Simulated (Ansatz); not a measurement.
Input, command and steps of an Ansatz relaxation.

```yaml
crystal:
  lattice:
    - [4.1334464715, 0.0, 0.0]
    - [0.0, 4.1334464715, 0.0]
    - [0.0, 0.0, 4.1334464715]
  atoms:
    - { symbol: Nb, position: [0.0, 0.0, 0.0] }
    - { symbol: Nb, position: [0.5, 0.5, 0.5] }
    - { symbol: H, position: [0.0, 0.5, 0.25] }
    - { symbol: H, position: [0.0, 0.5, 0.75] }
    - { symbol: H, position: [0.25, 0.0, 0.5] }
    - { symbol: H, position: [0.75, 0.0, 0.5] }
    - { symbol: H, position: [0.5, 0.75, 0.0] }
    - { symbol: H, position: [0.5, 0.25, 0.0] }
basis:
  ecutwfc: 420
kpoints:
  mp_grid: { grid: [4, 4, 4] }
hamiltonian:
  xc: pbe
scf:
  occupations: { method: gaussian, width: 0.1 }
  lower_state_search: "off"
output:
  forces: true
  stress: true
  eigenvalues: true
relax:
  adjacent_minimum: "off"
  f_tol: 0.04
  max_steps: 70
  cell: { stress_tol: 0.4 }
```

```bash
ansatz run input.yaml --threads 1 --pin off --max-ram 2560MiB --backend cpu --events-out ev --progress --plain --runs-dir out
```

The calculation used DFT PBE, scalar-relativistic, plane waves, PAW (Ansatz 0.2.0).

Of 6 frames 6 are shown, positions in Å and forces in eV/Å; the SCF threshold varies from step to step. Steps run on the plane waves of an earlier cell, with a Pulay correction in the pressure. The basis is chosen afresh for the last frame, the zero of the energies, and at times for earlier ones too; energy and pressure step there, also at an unchanged geometry.

```xyz
8
Lattice="4.1334 0.0000 0.0000 0.0000 4.1334 0.0000 0.0000 0.0000 4.1334" Properties=species:S:1:pos:R:3:forces:R:3 pbc="T T T" step=1 free_energy_over_end_meV_per_atom=305.62 pressure_GPa=-30.14
Nb    0.0000    0.0000    0.0000    0.0000    0.0000    0.0000
Nb    2.0667    2.0667    2.0667    0.0000    0.0000    0.0000
H     0.0000    2.0667    1.0334    0.0000    0.0000    0.0000
H     0.0000    2.0667    3.1001    0.0000    0.0000    0.0000
H     1.0334    0.0000    2.0667    0.0000    0.0000    0.0000
H     3.1001    0.0000    2.0667    0.0000    0.0000    0.0000
H     2.0667    3.1001    0.0000    0.0000    0.0000    0.0000
H     2.0667    1.0334    0.0000    0.0000    0.0000    0.0000
8
Lattice="3.9319 0.0000 0.0000 0.0000 3.9319 0.0000 0.0000 0.0000 3.9319" Properties=species:S:1:pos:R:3:forces:R:3 pbc="T T T" step=2 free_energy_over_end_meV_per_atom=98.76 pressure_GPa=-22.06
Nb    0.0000    0.0000    0.0000    0.0000    0.0000    0.0000
Nb    1.9660    1.9660    1.9660    0.0000    0.0000    0.0000
H     0.0000    1.9660    0.9830    0.0000    0.0000    0.0000
H     0.0000    1.9660    2.9490    0.0000    0.0000    0.0000
H     0.9830    0.0000    1.9660    0.0000    0.0000    0.0000
H     2.9490    0.0000    1.9660    0.0000    0.0000    0.0000
H     1.9660    2.9490    0.0000    0.0000    0.0000    0.0000
H     1.9660    0.9830    0.0000    0.0000    0.0000    0.0000
8
Lattice="3.7304 0.0000 0.0000 0.0000 3.7304 0.0000 0.0000 0.0000 3.7304" Properties=species:S:1:pos:R:3:forces:R:3 pbc="T T T" step=3 free_energy_over_end_meV_per_atom=0.16 pressure_GPa=-3.42
Nb    0.0000    0.0000    0.0000    0.0000    0.0000    0.0000
Nb    1.8652    1.8652    1.8652    0.0000    0.0000    0.0000
H     0.0000    1.8652    0.9326    0.0000    0.0000    0.0000
H     0.0000    1.8652    2.7978    0.0000    0.0000    0.0000
H     0.9326    0.0000    1.8652    0.0000    0.0000    0.0000
H     2.7978    0.0000    1.8652    0.0000    0.0000    0.0000
H     1.8652    2.7978    0.0000    0.0000    0.0000    0.0000
H     1.8652    0.9326    0.0000    0.0000    0.0000    0.0000
8
Lattice="3.6977 0.0000 0.0000 0.0000 3.6977 0.0000 0.0000 0.0000 3.6977" Properties=species:S:1:pos:R:3:forces:R:3 pbc="T T T" step=4 free_energy_over_end_meV_per_atom=-1.33 pressure_GPa=1.09
Nb    0.0000    0.0000    0.0000    0.0000    0.0000    0.0000
Nb    1.8489    1.8489    1.8489    0.0000    0.0000    0.0000
H     0.0000    1.8489    0.9244    0.0000    0.0000    0.0000
H     0.0000    1.8489    2.7733    0.0000    0.0000    0.0000
H     0.9244    0.0000    1.8489    0.0000    0.0000    0.0000
H     2.7733    0.0000    1.8489    0.0000    0.0000    0.0000
H     1.8489    2.7733    0.0000    0.0000    0.0000    0.0000
H     1.8489    0.9244    0.0000    0.0000    0.0000    0.0000
8
Lattice="3.7053 0.0000 0.0000 0.0000 3.7053 0.0000 0.0000 0.0000 3.7053" Properties=species:S:1:pos:R:3:forces:R:3 pbc="T T T" step=5 free_energy_over_end_meV_per_atom=-1.42 pressure_GPa=0.01
Nb    0.0000    0.0000    0.0000    0.0000    0.0000    0.0000
Nb    1.8526    1.8526    1.8526    0.0000    0.0000    0.0000
H     0.0000    1.8526    0.9263    0.0000    0.0000    0.0000
H     0.0000    1.8526    2.7789    0.0000    0.0000    0.0000
H     0.9263    0.0000    1.8526    0.0000    0.0000    0.0000
H     2.7789    0.0000    1.8526    0.0000    0.0000    0.0000
H     1.8526    2.7789    0.0000    0.0000    0.0000    0.0000
H     1.8526    0.9263    0.0000    0.0000    0.0000    0.0000
8
Lattice="3.7053 0.0000 0.0000 0.0000 3.7053 0.0000 0.0000 0.0000 3.7053" Properties=species:S:1:pos:R:3:forces:R:3 pbc="T T T" step=6 free_energy_over_end_meV_per_atom=0.00 pressure_GPa=-0.10
Nb    0.0000    0.0000    0.0000    0.0000    0.0000    0.0000
Nb    1.8526    1.8526    1.8526    0.0000    0.0000    0.0000
H     0.0000    1.8526    0.9263    0.0000    0.0000    0.0000
H     0.0000    1.8526    2.7789    0.0000    0.0000    0.0000
H     0.9263    0.0000    1.8526    0.0000    0.0000    0.0000
H     2.7789    0.0000    1.8526    0.0000    0.0000    0.0000
H     1.8526    2.7789    0.0000    0.0000    0.0000    0.0000
H     1.8526    0.9263    0.0000    0.0000    0.0000    0.0000
```

The start puts this composition into another compound's structure type, which needn't suit it. At the end the space group is Pm-3n (tolerance 0.05 Å).

It took 3.8 s on 1 thread of Intel(R) Xeon(R) 6975P-C (Granite Rapids), with other jobs on the host, peak memory 0.36 GiB.

The k mesh is coarse.